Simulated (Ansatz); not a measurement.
# Ta2N (P-3m1) in Ansatz: settings compared

One crystal, Ta2N, is run at these levels: PBEsol, PBEsol+U; tasks: relaxation of cell and atoms.

All numbers are computed with Ansatz 0.2.0; they aren't measurements. Logs are shortened: lines on timing, memory, paths and dates and some standing lists are left out, and cuts for length are marked.

### Step 1. The structure

It takes space group P-3m1 (No. 164, trigonal). Conventional cell: a = 3.113 Å, b = 3.113 Å, c = 4.870 Å, α = 90.00°, β = 90.00°, γ = 120.00°. Ta (site symmetry 3m) has 3 N at 2.18 Å as nearest neighbours. N (site symmetry -3m) is surrounded by 6 Ta at 2.18 Å.

The cell comes from a database or a generator and needn't be the stable form of this composition.

### Step 2. Relaxation of cell and atoms, PBEsol

Contents of input.yaml:

```yaml
crystal:
  lattice:
    - [3.112861506, 0.0, 0.0]
    - [-1.556430753, 2.6958171426, 0.0]
    - [0.0, 0.0, 4.869841]
  atoms:
    - { symbol: Ta, position: [0.3333333333, 0.6666666667, 0.254711] }
    - { symbol: Ta, position: [0.6666666667, 0.3333333333, 0.745289] }
    - { symbol: "N", position: [0.0, 0.0, 0.0] }
hamiltonian:
  xc: pbesol
  pseudopotentials: { kind: paw }
kpoints:
  mp_grid: { grid: [10, 10, 6] }
scf:
  occupations: { method: fermi_dirac, width: 0.05 }
output:
  forces: true
  stress: true
  eigenvalues: true
relax:
  f_tol: 0.01
  max_steps: 40
  cell: { stress_tol: 0.05 }
```

Potentials or basis: Ansatz PAW.

Launch:

```bash
ansatz run input.yaml --threads 2 --pin off --max-ram 5632MiB --backend cpu --events-out ev --progress --plain --runs-dir out
```

The program printed:

```text
Warning: RAYON_NUM_THREADS=2 ignored (pool sized by the plan → 2); use --threads N
Engine: ansatz 0.2.0, x86_64-unknown-linux-gnu
Pseudopotentials: kind: paw
Pseudopotential: Ta, paw, valence charge 13, recommended cutoff 420 eV (normal), Ta.paw.azcp
Pseudopotential: N, paw, valence charge 5, recommended cutoff 420 eV (normal), N.paw.azcp
Functional definition: PBEsol
  exchange = pbesol_x
  correlation = pbesol_c
Crystal: 3 atoms, lattice volume = 40.866 Å³
Basis set: ecut = 420 eV, 797 PW (Γ), exchange–correlation on 48×48×72 points (8 copies of the dense FFT grid, shifted against one another)
Bands: 20, of which v1, the nominal top of the filled ones, is band 16 counted from 1 (15 counted from 0)
Symmetry: 12 space group operations
Space group: P-3m1 (ITA 164), of the structure as read, at distance tolerance 3.4e-5 Å
k-points: 72 of 600
Non-local potential: Ta, projectors of the file, l = 0: 3, l = 1: 2, l = 2: 2, l = 3: 1
Non-local potential: N, projectors of the file, l = 0: 2, l = 1: 2, l = 2: 1
PAW form: soft (Blöchl's): semilocal exchange-correlation on the pseudo side does not see the compensation charge
PAW frozen core: Ta, regenerated for the run's functional, and the local potential with it (the file was generated under x = pbe(κ = 0.804, μ = 0.2195149727645171), c = pbe(β = 0.06672455060314922))
PAW frozen core: N, regenerated for the run's functional, and the local potential with it (the file was generated under x = pbe(κ = 0.804, μ = 0.2195149727645171), c = pbe(β = 0.06672455060314922))
PAW one-centre angular grid: Ta, 590 points (default); XC on 64 Gauss nodes
PAW one-centre angular grid: N, 110 points (default); XC on 64 Gauss nodes
Initial density: superposition of atomic densities (neutral atoms: chi_scale 0, normalization atom), corrected by the library's trained network
Initial wavefunctions: pseudopotential atomic-orbital guess
Functional: x = pbesol(κ = 0.804, μ = 0.12345679012345678), c = pbesol(β = 0.046)
SCF iter   1: F=—  HF=-19994.260009 eV  |F-HF|=—  |Δ(HF+E_count)|=         —  Δρ=1.04e-2  dr2=3.71e-2  ethr=1.77e-3  ⟨swp⟩=5.9  Hψ=6548  notcnv=0
preconditioner: auto → Kerker (q_TF=auto, 2.605 Å⁻¹)  [metal: Δε(μ)=0.005 eV  Ē_g=8.288 eV  σ=0.050 eV  W_gap=0.03  n_scr=10 (ndim 8)  ℏωp=22.5 eV  f_vac=0.000  D(μ)=1.77/eV (n_scr^D=22)]
SCF iter   2: F=—  HF=-19994.252047 eV  |F-HF|=—  |Δ(HF+E_count)|=   7.96e-3  Δρ=3.47e-3  dr2=5.38e-3  ethr=1.20e-4  ⟨swp⟩=2.1  Hψ=2594  notcnv=0
SCF iter   3: F=—  HF=-19994.251426 eV  |F-HF|=—  |Δ(HF+E_count)|=   6.21e-4  Δρ=2.08e-3  dr2=2.28e-3  ethr=1.74e-5  ⟨swp⟩=1.0  Hψ=1437  notcnv=0
SCF iter   4: F=—  HF=-19994.250907 eV  |F-HF|=—  |Δ(HF+E_count)|=   5.18e-4  Δρ=2.34e-4  dr2=3.33e-5  ethr=7.35e-6  ⟨swp⟩=2.0  Hψ=1740  notcnv=0
[... 88 lines left out ...]
SCF iter   2: F=—  HF=-19994.289752 eV  |F-HF|=—  |Δ(HF+E_count)|=   1.51e-6  Δρ=6.21e-5  dr2=3.43e-8  ethr=4.21e-10  ⟨swp⟩=1.6  Hψ=1698  notcnv=0
SCF iter   3: F=—  HF=-19994.289753 eV  |F-HF|=—  |Δ(HF+E_count)|=   4.97e-7  Δρ=9.41e-7  dr2=5.79e-10  ethr=1.11e-10  ⟨swp⟩=1.0  Hψ=1440  notcnv=0
SCF iter   4: F=—  HF=-19994.289753 eV  |F-HF|=—  |Δ(HF+E_count)|=  1.16e-10  Δρ=4.13e-7  dr2=1.02e-10  ethr=1.87e-12  ⟨swp⟩=2.0  Hψ=1907  notcnv=0
SCF iter   5: F=-19994.289753 eV  HF=-19994.289753 eV  |F-HF|=0.00e0  |Δ(HF+E_count)|=  2.18e-11  Δρ=7.58e-8  dr2=1.12e-12  ethr=1.00e-12  ⟨swp⟩=6.4  Hψ=6738  notcnv=0
SCF 9 converged in 5 iterations: F = -19994.289753 eV  dr2 = 1.12e-12
relax step   9: F+E_penalty+E_count = -19994.28975283 eV  Δ(F+E_penalty+E_count) = +5.177e-6 eV  max|allowed force component| = 2.809e-4 eV/Å  Δτ_max = 0.0000 Å  P = +0.000 GPa  Ω = 39.594 Å³  stress off target by 9.74e-3 GPa  SCF on the basis re-selected at this cell (its energy is not comparable with the rows above)  (5 SCF iters)
basis re-selected at this cell: Δ(F+E_penalty+E_count) = +5.177e-6 eV, ΔP = -0.000 GPa vs the last step (what re-selecting the basis moved, of the pressure what is left beyond the Pulay correction that the steps carried, after the strain that the cell walked since its last selection, with what the two solves' SCF thresholds leave and, on support functions, any second-order correction that the steps lacked; it is no measure of the basis error at this ecutwfc). This SCF's stress stands 9.74e-3 GPa from its target on what of the cell is left free (relax.cell.stress_tol is 5.00e-2 GPa) and its largest allowed force component is 2.81e-4 eV/Å (relax.f_tol is 1.00e-2 eV/Å): within both
SCF converged after 5 iterations
Free energy (F): -19994.289753 eV
Harris-Foulkes:  -19994.289753 eV  (|F-HF|=0.00e0)
Internal energy: -19994.276617 eV  (E = F + TS)
E sigma→0 (E₀):  -19994.283185 eV
Entropy (-TS):   -0.013136 eV (-4.379 meV/atom)
Fermi energy:    20.093456 eV
--- Per-component energies (eV) ---
  E_band       = -164.387999
  E_kinetic    = 866.651404
  E_local      = -1219.291195  (includes V_loc(G=0)·N_el)
  E_nonlocal   = 79.598717
  E_hartree    = 422.530447
  E_xc         = -495.362566
  E_vxc        = -486.074828  (∫ρ·V_xc dr)
  E_paw        = -16668.034639  (= ΣΔE_a)
  E_vpaw       = -250.333453  (= ΣTr[D̂ρ^β])
  E_aug_tail   = 0.000436  (compensation charges beyond the density's cutoff)
  E_ewald      = -2980.824613
  E_core_change = 0.455392  (= ΣΔE_core)
  E_smearing   = -0.013136  (= −TS)
  E_closure    = -0.000000  (closes the sum)
  Σ components = -19994.289753   (vs F -19994.289753, Δ=0.00e0)
--- Forces (eV/Å), atoms counted from 1 ---
  atom   1  Ta     0.00000000     0.00000000    -0.00028094
  atom   2  Ta    -0.00000000    -0.00000000     0.00028094
  atom   3  N      0.00000000     0.00000000     0.00000000
  max |Σ_I F_I| component: 3.70e-17 eV/Å
--- Stress (GPa, compression-positive) ---
        0.005120       0.000000      -0.000000
        0.000000       0.005120      -0.000000
        0.000000      -0.000000      -0.009745
  P = ⅓ Tr σ = 0.0002 GPa (0.002 kbar)
--- Band table (eV; the first three rows and the last of 72) ---
  k-point 0: bands = ["-48.3715", "-48.2831", "-15.5043", "-14.6817", "-14.6817", "-14.5460", "-14.5460", "-14.4286", "2.5705", "11.4699", "13.8707", "13.8707", "15.1791", "19.3714", "19.8376", "19.8376", "20.3907", "20.3907", "20.4249", "21.3345"]
  k-point 1: bands = ["-48.3657", "-48.2890", "-15.4382", "-14.6729", "-14.6729", "-14.5550", "-14.5550", "-14.5059", "2.6315", "11.3069", "13.8228", "13.8228", "15.5129", "18.8851", "19.5306", "19.5306", "20.6764", "20.6764", "20.9477", "21.8265"]
  k-point 2: bands = ["-48.3496", "-48.3053", "-15.2553", "-14.7112", "-14.6490", "-14.6490", "-14.5791", "-14.5791", "2.7565", "11.0112", "13.7324", "13.7324", "16.3276", "18.1553", "19.0988", "19.0988", "21.5816", "21.5816", "21.6174", "22.5438"]
  k-point 71: bands = ["-48.2809", "-48.2805", "-15.3035", "-15.2807", "-15.0994", "-15.0463", "-14.6125", "-14.6125", "3.5210", "12.1397", "12.4388", "13.5580", "17.6235", "18.0696", "18.1849", "20.2771", "20.4688", "21.7990", "23.9360", "24.5748"]
--- Relaxed structure (7 steps of the walk, 6 accepted, 2 SCFs on fresh bases) ---
  F+E_penalty+E_count = -19994.28975283 eV   max|allowed force component| = 2.809e-4 eV/Å   (the final SCF, on the basis selected at the relaxed cell)
  cell:  # Å, volume = 39.5938 Å³
    - [3.077121719237176, 0.0, 0.0]
    - [-1.538560859618588, 2.664865579396242, -2.853884066863053e-32]
    - [0.0, -5.155379947061682e-32, 4.828449058572505]
  atoms:
    - { symbol: Ta, position: [0.33333333333333337, 0.6666666666666667, 0.25377769226181984] }
    - { symbol: Ta, position: [0.6666666666666666, 0.33333333333333337, 0.7462223077381802] }
    - { symbol: N, position: [-1.933275783400183e-34, 5.556554591978642e-35, -6.588873714519077e-83] }
```

Wall time 34 s (2 threads of Intel Xeon at 2.50GHz (Skylake/Cascade Lake), shared host); peak memory 0.4 GiB.

Results:

* Free energy: -19994.2898 eV
* Relaxed volume: 13.20 Å³/atom
* Relaxed cell: a = 3.077 Å, b = 3.077 Å, c = 4.828 Å, α = 90.00°, β = 90.00°, γ = 120.00°
* Space group after relaxing (to 0.05 Å): P-3m1 (No. 164)
* Energy gained by relaxing: 13.0 meV/atom
* Ionic steps: 8
* Pressure after relaxing: 0.0 GPa
* Band gap on the k mesh: none (metal or under the smearing width)

The path:
| step | energy change (eV) | largest force (eV/Å) | volume (Å³) |
| --- | --- | --- | --- |
| 1 | 0.0000 | 0.2973 | 40.87 |
| 2 | -0.0377 | 0.1700 | 39.83 |
| 3 | -0.0404 | 0.0685 | 39.57 |
| 4 | -0.0407 | 0.0317 | 39.58 |
| 5 | -0.0408 | 0.0065 | 39.60 |
| 6 | -0.0388 | 0.0066 | 39.60 |
| 7 | -0.0389 | 0.0001 | 39.59 |
| 8 | -0.0389 | 0.0003 | 39.59 |

Final structure:
```
Ta N
1.0
     3.07712    0.00000    0.00000
    -1.53856    2.66487    0.00000
     0.00000    0.00000    4.82845
Ta N
2 1
Cartesian
  0.0000 1.7766 1.2254
  1.5386 0.8883 3.6031
  0.0000 0.0000 0.0000
```

Levels at points of the mesh, in eV from the Fermi level:
```csv
k point,band 12,band 13,band 14,band 15,band 16,band 17,band 18,band 19
"(0.00, 0.00, 0.00)",-6.22,-4.91,-0.72,-0.26,-0.26,0.30,0.30,0.33
"(0.00, 0.00, -0.50)",-6.40,-2.91,-2.67,-1.16,-1.16,1.84,2.06,2.36
"(0.00, -0.50, 0.00)",-6.53,-4.71,-2.62,-1.33,1.83,2.01,3.87,4.16
"(0.00, -0.50, -0.50)",-6.25,-3.41,-2.14,-2.10,-0.23,0.80,3.43,3.66
```

Caveat: the plane-wave basis is chosen anew once the cell has moved, so the energies of steps on either side of that aren't comparable; the PAW data sets come from PBE, with cores solved anew for the run's functional, which leaves a small shift of forces and pressure. Spin-orbit coupling is left out, which matters for the levels of Ta.

### Step 3. Relaxation of cell and atoms, PBEsol+U

input.yaml, as its differences from that of step 2:

```diff
@@ -12,2 +12,3 @@
   pseudopotentials: { kind: paw }
+  hubbard: { sites: [{ species: Ta, l: d, u_eff: 1.0 }] }
 kpoints:
```

Potentials or basis: Ansatz PAW.

Launch:

```bash
ansatz run input.yaml --threads 2 --pin off --max-ram 5632MiB --backend cpu --events-out ev --progress --plain --runs-dir out
```

Wall time 67 s (2 threads of Intel Xeon at 2.50GHz (Skylake/Cascade Lake), shared host); peak memory 0.43 GiB.

The run converged. Its results:

```yaml
Free_energy: -19991.9043 eV
Relaxed_volume: 13.22 Å³/atom
Relaxed_cell: a = 3.072 Å, b = 3.072 Å, c = 4.850 Å, α = 90.00°, β = 90.00°, γ = 120.00°
Space_group_after_relaxing_to_0.05_Å: P-3m1 (No. 164)
Energy_gained_by_relaxing: 11.5 meV/atom
Ionic_steps: 8
Pressure_after_relaxing: 0.0 GPa
Band_gap_on_the_k_mesh: none (metal or under the smearing width)
```

Step by step:
```tsv
step	energy change (eV)	largest force (eV/Å)	volume (Å³)
1	0.0000	0.2502	40.87
2	-0.0341	0.1411	39.88
3	-0.0363	0.0482	39.64
4	-0.0364	0.0200	39.65
5	-0.0365	0.0005	39.66
6	-0.0346	0.0009	39.66
7	-0.0346	0.0002	39.65
8	-0.0346	0.0001	39.65
```

Final structure:
```cif
data_structure
_symmetry_space_group_name_H-M 'P 1'
_symmetry_Int_Tables_number 1
_cell_length_a 3.0725
_cell_length_b 3.0725
_cell_length_c 4.8496
_cell_angle_alpha 90.000
_cell_angle_beta 90.000
_cell_angle_gamma 120.000
_cell_volume 39.65
loop_
_atom_site_label
_atom_site_type_symbol
_atom_site_fract_x
_atom_site_fract_y
_atom_site_fract_z
_atom_site_occupancy
Ta1 Ta 0.33333 0.66667 0.25460 1
Ta2 Ta 0.66667 0.33333 0.74540 1
N1 N 0.00000 0.00000 0.00000 1
```

Levels at points of the mesh, in eV from the Fermi level:
```
             k point  band 14  band 15  band 16  band 17  band 18  band 19
  (0.00, 0.00, 0.00)    -0.81    -0.25    -0.25     0.26     0.37     0.37
 (0.00, 0.00, -0.50)    -2.75    -1.12    -1.12     1.77     2.02     2.38
 (0.00, -0.50, 0.00)    -2.64    -1.35     1.72     2.05     3.88     4.17
(0.00, -0.50, -0.50)    -2.16    -2.14    -0.32     0.81     3.50     3.70
```

Eigenvalues of the final occupation matrices:
| site | spin | trace | eigenvalues |
| --- | --- | --- | --- |
| site 1 | 1 | 1.97 | 0.37 0.37 0.39 0.39 0.44 |
| site 2 | 1 | 1.97 | 0.37 0.37 0.39 0.39 0.44 |

Caveat: the plane-wave basis is chosen anew once the cell has moved, so the energies of steps on either side of that aren't comparable; U without spin polarisation on a metal has little footing; the PAW data sets come from PBE, with cores solved anew for the run's functional, which leaves a small shift of forces and pressure.

### Step 4. Relaxation of cell and atoms, PBEsol+U

input.yaml, as its differences from that of step 3:

```diff
@@ -12,3 +12,3 @@
   pseudopotentials: { kind: paw }
-  hubbard: { sites: [{ species: Ta, l: d, u_eff: 1.0 }] }
+  hubbard: { sites: [{ species: Ta, l: d, u_eff: 2.0 }] }
 kpoints:
@@ -21,2 +21,6 @@
   eigenvalues: true
+  write_density: true
+  write_potential: true
+  elf: true
+  volumetric_format: npy
 relax:
```

Launch:

```bash
ansatz run input.yaml --threads 2 --pin off --max-ram 5632MiB --backend cpu --events-out ev --progress --plain --runs-dir out
```

It took 67 s on 2 threads of Intel Xeon at 2.50GHz (Skylake/Cascade Lake), shared host; peak memory 0.44 GiB.

The run converged. Its results:

| Item | Value |
| --- | --- |
| Free energy | -19989.5235 eV |
| Relaxed volume | 13.24 Å³/atom |
| Relaxed cell | a = 3.070 Å, b = 3.070 Å, c = 4.867 Å, α = 90.00°, β = 90.00°, γ = 120.00° |
| Space group after relaxing (to 0.05 Å) | P-3m1 (No. 164) |
| Energy gained by relaxing | 10.5 meV/atom |
| Ionic steps | 9 |
| Pressure after relaxing | 0.0 GPa |
| Band gap on the k mesh | none (metal or under the smearing width) |

Step by step:
```tsv
step	energy change (eV)	largest force (eV/Å)	volume (Å³)
1	0.0000	0.2048	40.87
2	-0.0314	0.1107	39.93
3	-0.0331	0.0312	39.72
4	-0.0332	0.0062	39.72
5	-0.0331	0.0031	39.73
6	-0.0331	0.0001	39.73
7	-0.0314	0.0000	39.73
8	-0.0314	0.0002	39.72
9	-0.0314	0.0000	39.72
```

Final structure:
```cif
data_structure
_symmetry_space_group_name_H-M 'P 1'
_symmetry_Int_Tables_number 1
_cell_length_a 3.0697
_cell_length_b 3.0697
_cell_length_c 4.8669
_cell_angle_alpha 90.000
_cell_angle_beta 90.000
_cell_angle_gamma 120.000
_cell_volume 39.72
loop_
_atom_site_label
_atom_site_type_symbol
_atom_site_fract_x
_atom_site_fract_y
_atom_site_fract_z
_atom_site_occupancy
Ta1 Ta 0.33333 0.66667 0.25509 1
Ta2 Ta 0.66667 0.33333 0.74491 1
N1 N 0.00000 0.00000 0.00000 1
```

Levels at points of the mesh, in eV from the Fermi level:
| k point | band 14 | band 15 | band 16 | band 17 | band 18 | band 19 |
| --- | --- | --- | --- | --- | --- | --- |
| (0.00, 0.00, 0.00) | -0.89 | -0.24 | -0.24 | 0.20 | 0.44 | 0.44 |
| (0.00, 0.00, -0.50) | -2.84 | -1.08 | -1.08 | 1.70 | 1.97 | 2.41 |
| (0.00, -0.50, 0.00) | -2.66 | -1.37 | 1.64 | 2.08 | 3.87 | 4.18 |
| (0.00, -0.50, -0.50) | -2.17 | -2.17 | -0.39 | 0.84 | 3.55 | 3.70 |

Eigenvalues of the final occupation matrices:
```csv
site,spin,trace,eigenvalues
site 1,1,1.96,0.37 0.37 0.39 0.39 0.44
site 2,1,1.96,0.37 0.37 0.39 0.39 0.44
```

Caveat: the plane-wave basis is chosen anew once the cell has moved, so the energies of steps on either side of that aren't comparable; U without spin polarisation on a metal has little footing; the PAW data sets come from PBE, with cores solved anew for the run's functional, which leaves a small shift of forces and pressure.

### Step 5. Relaxation of cell and atoms, PBEsol+U

input.yaml, as its differences from that of step 4:

```diff
@@ -12,3 +12,3 @@
   pseudopotentials: { kind: paw }
-  hubbard: { sites: [{ species: Ta, l: d, u_eff: 2.0 }] }
+  hubbard: { sites: [{ species: Ta, l: d, u_eff: 3.0 }] }
 kpoints:
@@ -21,6 +21,2 @@
   eigenvalues: true
-  write_density: true
-  write_potential: true
-  elf: true
-  volumetric_format: npy
 relax:
```

Launch:

```bash
ansatz run input.yaml --threads 2 --pin off --max-ram 5632MiB --backend cpu --events-out ev --progress --plain --runs-dir out
```

Run time: 58 s. Hardware: 2 threads of Intel Xeon at 2.50GHz (Skylake/Cascade Lake), shared host; peak memory 0.44 GiB.

The run converged. Its results:

| Quantity | Value |
| --- | --- |
| Free energy | -19987.1479 eV |
| Relaxed volume | 13.26 Å³/atom |
| Relaxed cell | a = 3.067 Å, b = 3.067 Å, c = 4.886 Å, α = 90.00°, β = 90.00°, γ = 120.00° |
| Space group after relaxing (to 0.05 Å) | P-3m1 (No. 164) |
| Energy gained by relaxing | 9.8 meV/atom |
| Ionic steps | 8 |
| Pressure after relaxing | 0.0 GPa |
| Band gap on the k mesh | none (metal or under the smearing width) |

The path:
```csv
step,energy change (eV),largest force (eV/Å),volume (Å³)
1,0.0000,0.1619,40.87
2,-0.0297,0.0734,39.97
3,-0.0309,0.0135,39.79
4,-0.0309,0.0074,39.80
5,-0.0309,0.0007,39.80
6,-0.0293,0.0008,39.80
7,-0.0293,0.0001,39.79
8,-0.0293,0.0000,39.79
```

Final structure:
```xyz
3
Lattice="3.0667 0.0000 0.0000 -1.5333 2.6558 0.0000 0.0000 0.0000 4.8860" Properties=species:S:1:pos:R:3 pbc="T T T"
Ta    0.0000    1.7705    1.2488
Ta    1.5333    0.8853    3.6372
N     0.0000    0.0000    0.0000
```

Levels at points of the mesh, in eV from the Fermi level:
```csv
k point,band 12,band 13,band 14,band 15,band 16,band 17,band 18,band 19,band 20
"(0.00, 0.00, 0.00)",-6.09,-5.24,-0.98,-0.23,-0.23,0.13,0.53,0.53,1.21
"(0.00, 0.00, -0.50)",-6.26,-3.22,-2.92,-1.03,-1.03,1.62,1.93,2.45,2.45
"(0.00, -0.50, 0.00)",-6.43,-4.66,-2.67,-1.38,1.55,2.13,3.87,4.19,4.26
"(0.00, -0.50, -0.50)",-6.17,-3.43,-2.21,-2.17,-0.46,0.88,3.61,3.71,4.28
```

Eigenvalues of the final occupation matrices:
```
  site  spin  trace               eigenvalues
site 1     1   1.96  0.36 0.36 0.39 0.39 0.45
site 2     1   1.96  0.36 0.36 0.39 0.39 0.45
```

Caveat: the plane-wave basis is chosen anew once the cell has moved, so the energies of steps on either side of that aren't comparable; U without spin polarisation on a metal has little footing; the PAW data sets come from PBE, with cores solved anew for the run's functional, which leaves a small shift of forces and pressure. The run has no spin-orbit coupling, so splittings on Ta are missing.

### Step 6. The runs side by side

```csv
level,U,hubbard projectors,double counting,gap on the mesh (eV),pressure (GPa),relaxed volume (Å³/atom)
PBEsol,-,-,-,none,0.0,13.20
PBEsol+U,Ta d U = 1 eV,ortho-atomic (the default),fll (the default),none,0.0,13.22
PBEsol+U,Ta d U = 2 eV,ortho-atomic (the default),fll (the default),none,0.0,13.24
PBEsol+U,Ta d U = 3 eV,ortho-atomic (the default),fll (the default),none,0.0,13.26
```

Alike in all rows: task relaxation of cell and atoms; potentials or basis Ansatz PAW; no spin polarisation; cell relaxed; k mesh 10 × 10 × 6; cutoff (eV) 420; smearing fermi-dirac 0.05 eV.

Caveats: the plane-wave basis is chosen anew once the cell has moved, so the energies of steps on either side of that aren't comparable; the PAW data sets come from PBE, with cores solved anew for the run's functional, which leaves a small shift of forces and pressure; U without spin polarisation on a metal has little footing (some runs).

Total energies depend on the potentials used, so only differences within one code and one set of settings carry meaning.
